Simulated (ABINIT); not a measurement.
# Ru (P6_3/mmc) in ABINIT: notebook

One crystal, Ru, is run at these levels: LDA, LDA-PZ, PBE; tasks: equation of state, band structure, phonons.

Everything below comes from runs of ABINIT 10.8.3 (patched build). Logs are shortened: lines on timing, memory, paths and dates and some standing lists are left out, and cuts for length are marked. The log counts tension as positive stress, the text compression.

## Step 1: Starting point

Symmetry: P6_3/mmc, No. 194, hexagonal system. Conventional cell: a = 2.706 Å, b = 2.706 Å, c = 4.282 Å, α = 90.00°, β = 90.00°, γ = 120.00°. Ru (site symmetry -6m2) is surrounded by 12 Ru at 2.65 to 2.71 Å.

## Step 2: Equation of state, LDA

run.abi reads:

```
# Datasets: one volume each
ndtset 7
getwfk -1
scalecart1 3*0.9795861087
scalecart2 3*0.9864848297
scalecart3 3*0.9932883884
scalecart4 3*1.0000000000
scalecart5 3*1.0066227096
scalecart6 3*1.0131594038
scalecart7 3*1.0196128224

# Pseudopotentials
pp_dirpath "./"
pseudos "Ru.hgh"

# Structure
acell 3*1.0 Angstrom
rprim
     2.7058000000     0.0000000000     0.0000000000
    -1.3529000000     2.3432915376     0.0000000000
     0.0000000000     0.0000000000     4.2819000000
ntypat 1
znucl 44
natom 2
typat 1 1
xred
     0.6666666667     0.3333333333     0.7500000000
     0.3333333333     0.6666666667     0.2500000000

# Plane-wave basis
ecut 517.016339 eV

# k points
kptopt 1
ngkpt 11 11 6
nshiftk 1
shiftk 0.0 0.0 0.0

# Exchange and correlation
ixc 7

# Bands and occupations
nband 12
occopt 3
tsmear 0.00183747

# SCF cycle
nstep 100
tolvrs 1.0e-10

# Output
iomode 3
prtwf 1
prtden 0
prteig 0
prtebands 0
enunit 1
```

Potentials or basis: HGH LDA.

On the command line:

```console
$ abinit run.abi > log 2>&1
```

run.abo:

```text
.Version 10.8.3 of ABINIT
 DATASET    1 : space group P6_3/m m c (#194); Bravais hP (primitive hexag.)
================================================================================
 Values of the parameters that define the memory need for DATASET  1.
     intxc =       0    ionmov =       0      iscf =       7    lmnmax =       6
     lnmax =       6     mgfft =      32  mpssoang =       3    mqgrid =    3001
     natom =       2  nloc_mem =       1    nspden =       1   nspinor =       1
    nsppol =       1      nsym =      24    n1xccc =       0    ntypat =       1
    occopt =       3   xclevel =       1
       mpw =         695          nfft =       12800          nkpt =          64
================================================================================
================================================================================
[... 61 lines left out ...]
 DATASET    7 : space group P6_3/m m c (#194); Bravais hP (primitive hexag.)
================================================================================
 Values of the parameters that define the memory need for DATASET  7.
     intxc =       0    ionmov =       0      iscf =       7    lmnmax =       6
     lnmax =       6     mgfft =      36  mpssoang =       3    mqgrid =    3001
     natom =       2  nloc_mem =       1    nspden =       1   nspinor =       1
    nsppol =       1      nsym =      24    n1xccc =       0    ntypat =       1
    occopt =       3   xclevel =       1
       mpw =         780          nfft =       20736          nkpt =          64
================================================================================
================================================================================

--------------------------------------------------------------------------------
------------- Echo of variables that govern the present computation ------------
--------------------------------------------------------------------------------
 -outvars: echo values of preprocessed input variables --------
            acell      1.8897261259E+00  1.8897261259E+00  1.8897261259E+00 Bohr
              amu      1.01070000E+02
             ecut      1.90000000E+01 Hartree
           enunit           1
           getwfk          -1
                       outvar_i_n : Printing only first  50 k-points.
              ixc           7
           jdtset        1    2    3    4    5    6    7
                       outvar_i_n : Printing only first  50 k-points.
         kptrlatt       11    0    0      0   11    0      0    0    6
          kptrlen1     4.75586213E+01
          kptrlen2     4.78935522E+01
          kptrlen3     4.82238630E+01
          kptrlen4     4.85497098E+01
          kptrlen5     4.88712404E+01
          kptrlen6     4.91885950E+01
          kptrlen7     4.95019066E+01
            natom           2
            nband          12
           ndtset           7
            ngfft1         20      20      32
            ngfft2         20      20      32
            ngfft3         20      20      32
            ngfft4         24      24      32
            ngfft5         24      24      32
            ngfft6         24      24      36
            ngfft7         24      24      36
             nkpt          64
            nstep         100
             nsym          24
           ntypat           1
                       prtocc : prtvol=0, do not print more k-points.
           occopt           3
           prtden           0
        prtebands           0
           prteig           0
            rprim1     2.6505640929E+00  0.0000000000E+00  0.0000000000E+00
                      -1.3252820465E+00  2.2954558389E+00  0.0000000000E+00
                       0.0000000000E+00  0.0000000000E+00  4.1944897588E+00
            rprim2     2.6692306522E+00  0.0000000000E+00  0.0000000000E+00
                      -1.3346153261E+00  2.3116215534E+00  0.0000000000E+00
                       0.0000000000E+00  0.0000000000E+00  4.2240293923E+00
            rprim3     2.6876397213E+00  0.0000000000E+00  0.0000000000E+00
                      -1.3438198607E+00  2.3275642749E+00  0.0000000000E+00
                       0.0000000000E+00  0.0000000000E+00  4.2531615503E+00
            rprim4     2.7058000000E+00  0.0000000000E+00  0.0000000000E+00
                      -1.3529000000E+00  2.3432915376E+00  0.0000000000E+00
                       0.0000000000E+00  0.0000000000E+00  4.2819000000E+00
            rprim5     2.7237197276E+00  0.0000000000E+00  0.0000000000E+00
[... 21 lines left out ...]
           xangst5     1.3618598638E+00  7.8627015899E-01  3.2326933352E+00
                      -3.4185035769E-16  1.5725403180E+00  1.0775644451E+00
           xangst6     1.3707033574E+00  7.9137595239E-01  3.2536854383E+00
                       1.4959797698E-16  1.5827519048E+00  1.0845618128E+00
           xangst7     1.3794341874E+00  7.9641669945E-01  3.2744101082E+00
                      -2.7197134269E-16  1.5928333989E+00  1.0914700361E+00
            xcart1     2.5044201074E+00  1.4459276232E+00  5.9448276616E+00
                      -6.1274916238E-16  2.8918552464E+00  1.9816092205E+00
            xcart2     2.5220574498E+00  1.4561105476E+00  5.9866940244E+00
                      -6.1225178571E-17  2.9122210951E+00  1.9955646748E+00
            xcart3     2.5394514992E+00  1.4661530067E+00  6.0279828745E+00
                      -6.5731142548E-17  2.9323060134E+00  2.0093276248E+00
            xcart4     2.5566104757E+00  1.4760597464E+00  6.0687137239E+00
                      -5.6384290513E-16  2.9521194928E+00  2.0229045746E+00
            xcart5     2.5735421645E+00  1.4858352615E+00  6.1089050525E+00
                      -6.4600355207E-16  2.9716705229E+00  2.0363016842E+00
            xcart6     2.5902539454E+00  1.4954838126E+00  6.1485743783E+00
                       2.8269920547E-16  2.9909676253E+00  2.0495247928E+00
            xcart7     2.6067528229E+00  1.5050094441E+00  6.1877383284E+00
                      -5.1395135179E-16  3.0100188881E+00  2.0625794428E+00
             xred      6.6666666667E-01  3.3333333333E-01  7.5000000000E-01
                       3.3333333333E-01  6.6666666667E-01  2.5000000000E-01
            znucl       44.00000

================================================================================

 chkinp: Checking input parameters for consistency, jdtset=   1.

 chkinp: Checking input parameters for consistency, jdtset=   2.
[... 33 lines left out ...]
 getcut: wavevector=  0.0000  0.0000  0.0000  ngfft=  20  20  32
         ecut(hartree)=     19.000   => boxcut(ratio)=   2.03494

--- Pseudopotential description ------------------------------------------------
- pspini: atom type   1  psp file is ./Ru.hgh
    3    1    2    0      2001   0.00000      pspcod,pspxc,lmax,lloc,mmax,r2well

 pspatm : COMMENT -
  the projectors are not normalized,
  so that the KB energies are not consistent with
  definition in PRB44, 8503 (1991).
  However, this does not influence the results obtained hereafter.

   1.86082737E+03                                ecore*ucvol(ha*bohr**3)
--------------------------------------------------------------------------------

================================================================================

--- !BeginCycle
iteration_state: {dtset: 1, }
solver: {iscf: 7, nstep: 100, nline: 4, wfoptalg: 0, }
tolerances: {tolvrs: 1.00E-10, }
...
[... 728 lines left out ...]
 getcut: wavevector=  0.0000  0.0000  0.0000  ngfft=  24  24  36
         ecut(hartree)=     19.000   => boxcut(ratio)=   2.23793

 getcut : COMMENT -
  Note that boxcut > 2.2 ; recall that boxcut=Gcut(box)/Gcut(sphere) = 2
  is sufficient for exact treatment of convolution.
  Such a large boxcut is a waste : you could raise ecut
  e.g. ecut=   23.789670 Hartrees makes boxcut=2

--------------------------------------------------------------------------------

-inwffil : will read wavefunctions from disk file runo_DS5_WFK.nc

================================================================================
[... 141 lines left out ...]
 getcut: wavevector=  0.0000  0.0000  0.0000  ngfft=  24  24  36
         ecut(hartree)=     19.000   => boxcut(ratio)=   2.22377

 getcut : COMMENT -
  Note that boxcut > 2.2 ; recall that boxcut=Gcut(box)/Gcut(sphere) = 2
  is sufficient for exact treatment of convolution.
  Such a large boxcut is a waste : you could raise ecut
  e.g. ecut=   23.489480 Hartrees makes boxcut=2

--------------------------------------------------------------------------------

-inwffil : will read wavefunctions from disk file runo_DS6_WFK.nc

================================================================================
[... 112 lines left out ...]
-Cartesian components of stress tensor (GPa)         [Pressure= -2.8811E+01 GPa]
- sigma(1 1)=  2.82334385E+01  sigma(3 2)=  0.00000000E+00
- sigma(2 2)=  2.82334384E+01  sigma(3 1)=  0.00000000E+00
- sigma(3 3)=  2.99670371E+01  sigma(2 1)=  0.00000000E+00

== END DATASET(S) ==============================================================
================================================================================

 -outvars: echo values of variables after computation  --------
            acell      1.8897261259E+00  1.8897261259E+00  1.8897261259E+00 Bohr
           etotal1    -3.2772046289E+01
           etotal2    -3.2774261429E+01
           etotal3    -3.2775354935E+01
           etotal4    -3.2775493010E+01
           etotal5    -3.2774846251E+01
           etotal6    -3.2773422994E+01
           etotal7    -3.2771358302E+01
            fcart1    -8.0636787391E-29 -4.6555670906E-29 -0.0000000000E+00
                       8.0636787391E-29  4.6555670906E-29 -0.0000000000E+00
            fcart2     2.6690958441E-29  1.5410032041E-29 -0.0000000000E+00
                      -2.6690958441E-29 -1.5410032041E-29 -0.0000000000E+00
            fcart3    -5.3016275837E-29  9.1826883377E-29 -0.0000000000E+00
                       5.3016275837E-29 -9.1826883377E-29 -0.0000000000E+00
            fcart4     5.2660451185E-29  9.1210577001E-29 -0.0000000000E+00
                      -5.2660451185E-29 -9.1210577001E-29 -0.0000000000E+00
            fcart5    -0.0000000000E+00 -0.0000000000E+00 -0.0000000000E+00
                      -0.0000000000E+00 -0.0000000000E+00 -0.0000000000E+00
[... 38 lines left out ...]
                       0.0000000000E+00  0.0000000000E+00  0.0000000000E+00
           xangst1     1.3252820465E+00  7.6515194629E-01  3.1458673191E+00
                      -3.2425289251E-16  1.5303038926E+00  1.0486224397E+00
           xangst2     1.3346153261E+00  7.7054051780E-01  3.1680220442E+00
                      -3.2398969211E-17  1.5410810356E+00  1.0560073481E+00
           xangst3     1.3438198607E+00  7.7585475831E-01  3.1898711627E+00
                      -3.4783422659E-17  1.5517095166E+00  1.0632903876E+00
           xangst4     1.3529000000E+00  7.8109717920E-01  3.2114250000E+00
                      -2.9837281572E-16  1.5621943584E+00  1.0704750000E+00
           xangst5     1.3618598638E+00  7.8627015899E-01  3.2326933352E+00
                      -3.4185035769E-16  1.5725403180E+00  1.0775644451E+00
           xangst6     1.3707033574E+00  7.9137595239E-01  3.2536854383E+00
                       1.4959797698E-16  1.5827519048E+00  1.0845618128E+00
           xangst7     1.3794341874E+00  7.9641669945E-01  3.2744101082E+00
                      -2.7197134269E-16  1.5928333989E+00  1.0914700361E+00
             xred      6.6666666667E-01  3.3333333333E-01  7.5000000000E-01
                       3.3333333333E-01  6.6666666667E-01  2.5000000000E-01
 Calculation completed.
```

It took 68 s on 1 thread of Intel Xeon 6975P-C (Granite Rapids), shared host; peak memory 0.11 GiB.

Results:

```
Equilibrium volume                        : 13.49 Å³/atom
Bulk modulus at fixed shape and positions : 348 GPa
Pressure derivative of the bulk modulus   : 5.5 (rough: it moves with the points fitted)
```

Energy against volume, from the lowest point:
| volume (Å³/atom) | energy (meV/atom) |
| --- | --- |
| 12.760 | 46.90 |
| 13.032 | 16.76 |
| 13.303 | 1.88 |
| 13.575 | 0.00 |
| 13.846 | 8.80 |
| 14.118 | 28.16 |
| 14.389 | 56.26 |

Caveat: the cutoff is too short for stress, so the log's stress isn't used; pressures at fixed basis lie under the slope of the energies; the highest band is partly filled, so the run has too few bands; the cell was scaled at fixed shape and fractional positions, which overstates the stiffness of a crystal with free parameters, most of all of layers and chains; HGH potentials are hard and often keep d shells in the core, so these values are rough.

## Step 3: Band structure, LDA-PZ

run.abi reads:

```
# Datasets: ground state, then fixed potential
ndtset 2

# Pseudopotentials
pp_dirpath "./"
pseudos "Ru.LDA_PW-JTH.xml"

# Structure
acell 2.7058 2.7058 4.2819 Angstrom
rprim
     1.0000000000     0.0000000000     0.0000000000
    -0.5000000000     0.8660254038     0.0000000000
     0.0000000000     0.0000000000     1.0000000000
ntypat 1
znucl 44
natom 2
typat 1 1
xred
     0.6666666667     0.3333333333     0.7500000000
     0.3333333333     0.6666666667     0.2500000000

# Plane-wave basis
ecut 15.0
pawecutdg 30.0

# Exchange and correlation
ixc 2

# Bands and occupations
occopt 3
tsmear 0.00183747

# SCF cycle
nstep 100

# Output
iomode 3
prtwf 0
prteig 0
prtebands 0
enunit 2
prtden1 1

# Dataset 1
kptopt1 1
ngkpt1 11 11 6
nshiftk1 1
shiftk1 0.0 0.0 0.0
nband1 20
tolvrs1 1.0e-9

# Dataset 2: bands along G-M-K-G-A-L-H-A
iscf2 -2
getden2 1
nband2 24
nbdbuf2 2
tolwfr2 1.0e-12
kptopt2 -7
ndivsm2 5
prteig2 1
prtvol2 -3
kptbounds2
     0.0000000000     0.0000000000     0.0000000000
     0.5000000000     0.0000000000     0.0000000000
     0.3333333333     0.3333333333     0.0000000000
     0.0000000000     0.0000000000     0.0000000000
     0.0000000000     0.0000000000     0.5000000000
     0.5000000000     0.0000000000     0.5000000000
     0.3333333333     0.3333333333     0.5000000000
     0.0000000000     0.0000000000     0.5000000000
```

Potentials or basis: JTH PAW LDA v2.0.

On the command line:

```console
$ abinit run.abi > log 2>&1
```

Wall time 18 s (1 thread of Intel Xeon 6975P-C (Granite Rapids), shared host); peak memory 0.11 GiB.

It converged, with:

```yaml
Free_energy: -5220.8610 eV
Pressure: -12.2 GPa
Band_gap_on_the_k_mesh: none (metal or under the smearing width)
Valence_electrons_inside_the_program's_atomic_spheres: Ru 13.73 (radii [1.1697] Å)
```

Stress tensor (GPa, compression positive):
```
-12.03   0.00   0.00
  0.00 -12.03   0.00
  0.00   0.00 -12.65
```

Levels at the corners of the path, in eV from the Fermi level:
```
point  band 14  band 15  band 16  band 17  band 18  band 19
    Γ    -1.86    -1.86    -1.33    -1.33     1.26     1.26
    M    -1.71    -1.46     1.50     1.92     2.00     4.15
    K    -2.78    -1.01     1.08     1.08     1.52     7.10
    Γ    -1.86    -1.86    -1.33    -1.33     1.26     1.26
    A    -2.72    -2.66    -2.66     0.62     0.62     0.62
    L    -0.99     0.53     0.53     1.76     1.76     3.49
    H    -2.64    -1.13    -1.13     1.30     1.30     8.50
    A    -2.72    -2.66    -2.66     0.62     0.62     0.62
```

[end of part 1 of 2]
